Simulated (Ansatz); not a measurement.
# SiNi: convergence and cost

The task here is to estimate one member of a computed series from the others.

Program: Ansatz 0.2.0. Level of theory: DFT PBE, scalar-relativistic, plane waves, PAW for the base; runs at other levels say so in their headings and inputs. These are calculated values, not measurements.

**Starting point**

Symmetry: Pmmn, No. 59, orthorhombic system. Conventional cell: a = 3.027 Å, b = 3.273 Å, c = 4.698 Å, α = 90.00°, β = 90.00°, γ = 90.00°. Si (site symmetry mm2) has 6 Ni at 2.34 to 2.40 Å and 4 Si at 2.68 Å in its first shell of neighbours. Ni (site symmetry mm2) has 6 Si at 2.34 to 2.40 Å and 4 Ni at 2.67 Å in its first shell of neighbours.

As a file:

```cif
data_structure
_symmetry_space_group_name_H-M 'Pmmn:1'
_symmetry_Int_Tables_number 59
_cell_length_a 3.0266
_cell_length_b 3.2735
_cell_length_c 4.6978
_cell_angle_alpha 90.000
_cell_angle_beta 90.000
_cell_angle_gamma 90.000
_cell_volume 46.54
loop_
_atom_site_label
_atom_site_type_symbol
_atom_site_symmetry_multiplicity
_atom_site_Wyckoff_symbol
_atom_site_fract_x
_atom_site_fract_y
_atom_site_fract_z
_atom_site_occupancy
Si1 Si 2 a 0.50000 0.50000 0.84230 1
Ni1 Ni 2 a 0.50000 0.50000 0.34422 1
```

The structure comes from the Crystallography Open Database; it is used as listed.

The first run:

The input, input.yaml:

```yaml
crystal:
  lattice:
    - [3.02662, 0.0, 0.0]
    - [0.0, 3.2735, 0.0]
    - [0.0, 0.0, 4.69776]
  atoms:
    - { symbol: Si, position: [0.5, 0.5, 0.8423] }
    - { symbol: Si, position: [0.0, 0.0, 0.1577] }
    - { symbol: Ni, position: [0.5, 0.5, 0.34422], spin: 2.0 }
    - { symbol: Ni, position: [0.0, 0.0, 0.65578], spin: 2.0 }
basis:
  ecutwfc: 420
kpoints:
  mp_grid: { grid: [6, 6, 4] }
hamiltonian:
  xc: pbe
scf:
  occupations: { method: gaussian, width: 0.1 }
output:
  forces: true
  stress: true
  eigenvalues: true
  populations: true
magnetization:
  spin_polarized: true
```

Started as:

```bash
> ansatz run input.yaml --threads 1 --pin off --max-ram 2560MiB --backend cpu --events-out ev --progress --plain --runs-dir out
```

Steps of the session up to this table: A first look at the start; Base run on a denser mesh; Relaxation, functional: LDA; Relaxing with functional PBEsol; Relaxation, functional: PBE; Relaxation, functional: r2SCAN.

One table of the session follows, with a row left open; its other results are not shown here.

It belongs to the step «What the functional of a full relaxation changes». 

| functional | a (Å) | b (Å) | c (Å) | volume (Å³/atom) |
| --- | --- | --- | --- | --- |
| LDA | 2.978 | 3.206 | 4.629 | 11.05 |
| PBEsol | 2.993 | 3.236 | 4.673 | 11.31 |
| PBE | ? | ? | ? | ? |
| r2SCAN | 2.986 | 3.251 | 4.668 | 11.33 |

**Question.** Estimate the row for PBE.

The run gave: a (Å): 3.055; b (Å): 3.258; c (Å): 4.709; volume (Å³/atom): 11.72. In the column «a (Å)» it is the highest.

Limits of these values: The reported cell holds thermal expansion and zero-point motion, which these runs lack, so a slightly small volume is expected. The final runs have no spin polarisation, so a magnetic state may lie lower. Warnings in the runs' records: seeded moment not kept.
